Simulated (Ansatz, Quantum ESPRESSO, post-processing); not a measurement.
# Tuning the work function of W(100), part 11 of 11

Which overlayers raise and which lower the work function of W(100), and does electronegativity predict it?

Quantum ESPRESSO 7.5; plane-wave DFT, PBE, GBRV ultrasoft pseudopotentials; geometry by Ansatz 0.2.0 with PAW datasets.

So far. Step 15 (SCF with pw.x, Te overlayer): The covered face stands at 3.97 eV against 4.14 eV when clean. Step 15 (SCF with pw.x, Te overlayer): Inside the slab this potential holds the local part of the pseudopotentials, which can be repulsive at the nuclei; only its value in the vacuum has a meaning of its own.

## Step 16: Projections on atomic orbitals, Te overlayer

Input file Te.pdos.in:

```
&projwfc
  prefix = 'Te.esm'
  outdir = './out'
  filpdos = 'Te.pdos'
  Emin = -12.127
  Emax = -0.127
  DeltaE = 0.1
  ngauss = 0
  degauss = 0.01
/
```

Launch:

```bash
$ OMP_NUM_THREADS=1 mpirun -n 4 projwfc.x -in Te.pdos.in > Te.pdos.out
```

Output:

```text
[banner, memory and clock lines left out]
Program PROJWFC v.7.5 starts

          URL

     ./out/Te.esm.save/

     IMPORTANT: XC functional enforced from input :
     Exchange-correlation= PBE
                           (   1   4   3   4   0   0   0)
     Any further DFT definition will be discarded
     Please, verify this is what you really want

     negative rho (up, down):  3.339E-01 0.000E+00

     Gaussian broadening (read from input): ngauss,degauss=   0    0.010000

     Calling projwave ....
     one sub-group per band group will be used

     linear algebra parallelized on   4 procs

  Problem Sizes
  natomwfc =           69
  nx       =           35
  nbnd     =           46
  nkstot   =           15
  npwx     =         1880
  nkb      =          143

     Atomic states used for projection
     (read from pseudopotential files):

     state #   1: atom   1 (W  ), wfc  1 (l=0 m= 1)
     state #   2: atom   1 (W  ), wfc  2 (l=1 m= 1)
     state #   3: atom   1 (W  ), wfc  2 (l=1 m= 2)
     state #   4: atom   1 (W  ), wfc  2 (l=1 m= 3)
     state #   5: atom   1 (W  ), wfc  3 (l=2 m= 1)
     state #   6: atom   1 (W  ), wfc  3 (l=2 m= 2)
     state #   7: atom   1 (W  ), wfc  3 (l=2 m= 3)
     state #   8: atom   1 (W  ), wfc  3 (l=2 m= 4)
     state #   9: atom   1 (W  ), wfc  3 (l=2 m= 5)
     state #  10: atom   1 (W  ), wfc  4 (l=0 m= 1)
     state #  11: atom   1 (W  ), wfc  5 (l=1 m= 1)
     state #  12: atom   1 (W  ), wfc  5 (l=1 m= 2)
     state #  13: atom   1 (W  ), wfc  5 (l=1 m= 3)
     state #  14: atom   2 (W  ), wfc  1 (l=0 m= 1)
     state #  15: atom   2 (W  ), wfc  2 (l=1 m= 1)
     state #  16: atom   2 (W  ), wfc  2 (l=1 m= 2)
     state #  17: atom   2 (W  ), wfc  2 (l=1 m= 3)
     state #  18: atom   2 (W  ), wfc  3 (l=2 m= 1)
     state #  19: atom   2 (W  ), wfc  3 (l=2 m= 2)
     state #  20: atom   2 (W  ), wfc  3 (l=2 m= 3)
     state #  21: atom   2 (W  ), wfc  3 (l=2 m= 4)
     state #  22: atom   2 (W  ), wfc  3 (l=2 m= 5)
     state #  23: atom   2 (W  ), wfc  4 (l=0 m= 1)
     state #  24: atom   2 (W  ), wfc  5 (l=1 m= 1)
     state #  25: atom   2 (W  ), wfc  5 (l=1 m= 2)
     state #  26: atom   2 (W  ), wfc  5 (l=1 m= 3)
     state #  27: atom   3 (W  ), wfc  1 (l=0 m= 1)
     state #  28: atom   3 (W  ), wfc  2 (l=1 m= 1)
     state #  29: atom   3 (W  ), wfc  2 (l=1 m= 2)
     state #  30: atom   3 (W  ), wfc  2 (l=1 m= 3)
     state #  31: atom   3 (W  ), wfc  3 (l=2 m= 1)
     state #  32: atom   3 (W  ), wfc  3 (l=2 m= 2)
     state #  33: atom   3 (W  ), wfc  3 (l=2 m= 3)
     state #  34: atom   3 (W  ), wfc  3 (l=2 m= 4)
     state #  35: atom   3 (W  ), wfc  3 (l=2 m= 5)
     state #  36: atom   3 (W  ), wfc  4 (l=0 m= 1)
     state #  37: atom   3 (W  ), wfc  5 (l=1 m= 1)
     state #  38: atom   3 (W  ), wfc  5 (l=1 m= 2)
     state #  39: atom   3 (W  ), wfc  5 (l=1 m= 3)
     state #  40: atom   4 (W  ), wfc  1 (l=0 m= 1)
     state #  41: atom   4 (W  ), wfc  2 (l=1 m= 1)
     state #  42: atom   4 (W  ), wfc  2 (l=1 m= 2)
     state #  43: atom   4 (W  ), wfc  2 (l=1 m= 3)
     state #  44: atom   4 (W  ), wfc  3 (l=2 m= 1)
     state #  45: atom   4 (W  ), wfc  3 (l=2 m= 2)
     state #  46: atom   4 (W  ), wfc  3 (l=2 m= 3)
     state #  47: atom   4 (W  ), wfc  3 (l=2 m= 4)
     state #  48: atom   4 (W  ), wfc  3 (l=2 m= 5)
     state #  49: atom   4 (W  ), wfc  4 (l=0 m= 1)
     state #  50: atom   4 (W  ), wfc  5 (l=1 m= 1)
     state #  51: atom   4 (W  ), wfc  5 (l=1 m= 2)
     state #  52: atom   4 (W  ), wfc  5 (l=1 m= 3)
     state #  53: atom   5 (W  ), wfc  1 (l=0 m= 1)
     state #  54: atom   5 (W  ), wfc  2 (l=1 m= 1)
     state #  55: atom   5 (W  ), wfc  2 (l=1 m= 2)
     state #  56: atom   5 (W  ), wfc  2 (l=1 m= 3)
     state #  57: atom   5 (W  ), wfc  3 (l=2 m= 1)
     state #  58: atom   5 (W  ), wfc  3 (l=2 m= 2)
     state #  59: atom   5 (W  ), wfc  3 (l=2 m= 3)
     state #  60: atom   5 (W  ), wfc  3 (l=2 m= 4)
     state #  61: atom   5 (W  ), wfc  3 (l=2 m= 5)
     state #  62: atom   5 (W  ), wfc  4 (l=0 m= 1)
     state #  63: atom   5 (W  ), wfc  5 (l=1 m= 1)
     state #  64: atom   5 (W  ), wfc  5 (l=1 m= 2)
     state #  65: atom   5 (W  ), wfc  5 (l=1 m= 3)
     state #  66: atom   6 (Te ), wfc  1 (l=0 m= 1)
     state #  67: atom   6 (Te ), wfc  2 (l=1 m= 1)
     state #  68: atom   6 (Te ), wfc  2 (l=1 m= 2)
     state #  69: atom   6 (Te ), wfc  2 (l=1 m= 3)

[... projections of each state ...]
Lowdin Charges:

     Atom #   1: total charge =  13.9271, s =  2.4298,
     Atom #   1: total charge =  13.9271, p =  6.8295, pz=  2.2077, px=  2.3109, py=  2.3109,
     Atom #   1: total charge =  13.9271, d =  4.6679, dz2=  0.7760, dxz=  0.9927, dyz=  0.9927, dx2-y2=  0.8774, dxy=  1.0290,
     Atom #   2: total charge =  14.0570, s =  2.3209,
     Atom #   2: total charge =  14.0570, p =  7.0822, pz=  2.3888, px=  2.3467, py=  2.3467,
     Atom #   2: total charge =  14.0570, d =  4.6540, dz2=  0.7361, dxz=  1.0800, dyz=  1.0800, dx2-y2=  0.7254, dxy=  1.0324,
     Atom #   3: total charge =  13.9741, s =  2.3027,
     Atom #   3: total charge =  13.9741, p =  7.0254, pz=  2.3453, px=  2.3400, py=  2.3400,
     Atom #   3: total charge =  13.9741, d =  4.6460, dz2=  0.7349, dxz=  1.0573, dyz=  1.0573, dx2-y2=  0.7712, dxy=  1.0252,
     Atom #   4: total charge =  14.0551, s =  2.3140,
     Atom #   4: total charge =  14.0551, p =  7.0710, pz=  2.3573, px=  2.3569, py=  2.3569,
     Atom #   4: total charge =  14.0551, d =  4.6701, dz2=  0.7542, dxz=  1.0663, dyz=  1.0663, dx2-y2=  0.7319, dxy=  1.0514,
     Atom #   5: total charge =  14.5860, s =  2.3887,
     Atom #   5: total charge =  14.5860, p =  7.1901, pz=  2.4181, px=  2.3860, py=  2.3860,
     Atom #   5: total charge =  14.5860, d =  5.0071, dz2=  0.9928, dxz=  1.0558, dyz=  1.0558, dx2-y2=  0.8557, dxy=  1.0471,
     Atom #   6: total charge =   5.2641, s =  1.6054,
     Atom #   6: total charge =   5.2641, p =  3.6587, pz=  1.3623, px=  1.1482, py=  1.1482,
     Atom #   6: total charge =   5.2641, d =  0.0000, dz2=  0.0000, dxz=  0.0000, dyz=  0.0000, dx2-y2=  0.0000, dxy=  0.0000,
     Spilling Parameter:   0.0018

Note: The following floating-point exceptions are signalling: IEEE_DIVIDE_BY_ZERO IEEE_UNDERFLOW_FLAG IEEE_DENORMAL
Note: The following floating-point exceptions are signalling: IEEE_DIVIDE_BY_ZERO IEEE_UNDERFLOW_FLAG IEEE_DENORMAL
Note: The following floating-point exceptions are signalling: IEEE_DIVIDE_BY_ZERO IEEE_UNDERFLOW_FLAG IEEE_DENORMAL
Note: The following floating-point exceptions are signalling: IEEE_DIVIDE_BY_ZERO IEEE_UNDERFLOW_FLAG IEEE_DENORMAL
```

Run time: 2.7 s. Hardware: 4 MPI ranks of Intel Xeon at 2.70GHz, shared host; peak memory 0.27 GiB; 9.1 s of CPU time.

This step gave:

* spilling of the projection: 0.0018

Projected DOS an atom over height of the atomic layer and energy from the Fermi level. Columns are the atomic layers from the bottom up.

Ten even steps from '0' (0.01 states/eV) to '9' (2.29 states/eV), each cell a mean:
```
633221
823342
411211
922241
921240
521240
433331
444452
656673
465642
366742
134321
474444
233222
134323
134322
023222
011112
000011
000011
000001
000000
```
Columns: height of the atomic layer (Å) from -4.06 to 4.06 (not evenly spaced); rows upwards: energy from the Fermi level (eV) from -8.00 to 1.50.

The atomic orbitals miss 0.2 % of the occupied states; for empty states the projections can miss much more.

## Step 17: The series side by side

Against the clean face, with Pauling's electronegativity for orientation:

| overlayer | electronegativity | height over the top plane (Å) | change of work function (eV) | step from Ansatz's dipole (eV) |
| --- | --- | --- | --- | --- |
| O | 3.44 | 0.74 | -0.42 | -0.38 |
| S | 2.58 | 1.17 | +0.39 | +0.41 |
| Se | 2.55 | 1.47 | +0.45 | +0.40 |
| Te | 2.1 | 1.76 | -0.16 | -0.24 |

All levels:

| level | covered face (eV) | bare face (eV) | Ansatz, covered face (eV) | dipole by Ansatz (e Å) | CPU time (s) |
| --- | --- | --- | --- | --- | --- |
| clean | 4.135 | 4.246 | 4.129 | 0.006656 | 382 |
| O | 3.713 | 4.271 | 3.743 | 0.02784 | 518.7 |
| S | 4.53 | 4.267 | 4.533 | -0.01576 | 631.2 |
| Se | 4.589 | 4.252 | 4.544 | -0.01569 | 593.9 |
| Te | 3.975 | 4.278 | 3.925 | 0.01975 | 662.8 |

## Step 18: Worked from the printed numbers

Under O the faces differ by -0.56 eV. By the Helmholtz relation p = −Δφ A/180.95 = +0.0308 e Å a cell, or +0.15 D; Ansatz's dipole is +0.0278 e Å.

## Step 19: Summary of results

```json
{
  "work function of the clean face": "4.14 eV",
  "change under O": "-0.42 eV",
  "change under S": "+0.39 eV",
  "change under Se": "+0.45 eV",
  "change under Te": "-0.16 eV"
}
```

In words: On a clean face of 4.14 eV the changes run from -0.42 eV (O) to +0.45 eV (Se) (PBE, GBRV ultrasoft). Electronegativity alone doesn't order the changes: height, charge transfer and the push-back of the metal's own spill-out all enter the dipole. O lowers the work function although electronegative. The bare face moves by 0.03 eV over the row; it should not move at all, so the changes above are uncertain by about as much. Full 1×1 monolayers on one site are model structures; at this coverage neighbours depolarise each other, and real layers may take other sites or reconstruct. The upper layers were relaxed under PBE at the tabulated lattice constant. Spin-orbit coupling is left out; depending on the atoms that carry the levels of interest, it can split and shift them by tenths of an eV to an eV or more.

Comparison with the measured values:

| quantity | measured | PBE, GBRV ultrasoft, clean |
| --- | --- | --- |
| work function (clean (100) face, which reconstructs) (eV) | 4.65 | 4.14 (-0.51 eV) |

Measured values from arxiv:1902.07811 (2019).

Verdict: The work function is off by -0.51 eV: a clear miss. The grades are ours: good and fair within 3 and 7 % for the work function. Other measurements of the same face can differ from the value quoted by 0.1 to 0.2 eV.

[Logs are printed without paths, hosts, clocks, repeated set-up lines and the standing remarks that a program may print on its own settings, such as how far it seeks lower states.]

[Hosts, paths, dates, database ids (printed as entryN), source tags and the programs' standing remarks are cut or masked in the printed files.]

[Maps of the electrostatic potential energy from Ansatz leave out the sawtooth potential of an applied field or a dipole correction, so their vacuum need not be flat; planar profiles and work functions include it.]
